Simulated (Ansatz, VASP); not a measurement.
# MgS: VASP beside Ansatz

```
Mg S
1.0
     0.00000    2.67463    2.67463
     2.67463    0.00000    2.67463
     2.67463    2.67463    0.00000
Mg S
1 1
Direct
  0.00000 0.00000 0.00000
  0.50000 0.50000 0.50000
```

Alike in both runs: task single point; functional PBEsol; k mesh 8 × 8 × 8; occupations gaussian, width 0.02 eV; no spin polarisation.

```csv
,VASP,Ansatz
version,VASP 6.6.1,Ansatz 0.2.0
potentials or method,"VASP PAW PBE potentials, release 64 (Mg, S)","scalar-relativistic, plane waves, PAW"
plane-wave cutoff (eV),520,420
valence electrons in the cell,8,16
```

Ansatz gave:

```
gap on the k mesh at the Fermi level (eV) : 2.53
least direct gap on the mesh (eV)         : 2.98
pressure (GPa)                            : -6.1
```

Question: Which values does VASP return?

Answer: gap on the k mesh at the Fermi level (eV): 2.53; least direct gap on the mesh (eV): 2.98; pressure (GPa): -6.3.

The two sets of potentials don't hold the same shells in valence.

Caveats: the PAW data sets were made with another functional, which shifts forces and pressure a little (VASP). A k mesh can miss the band edges.
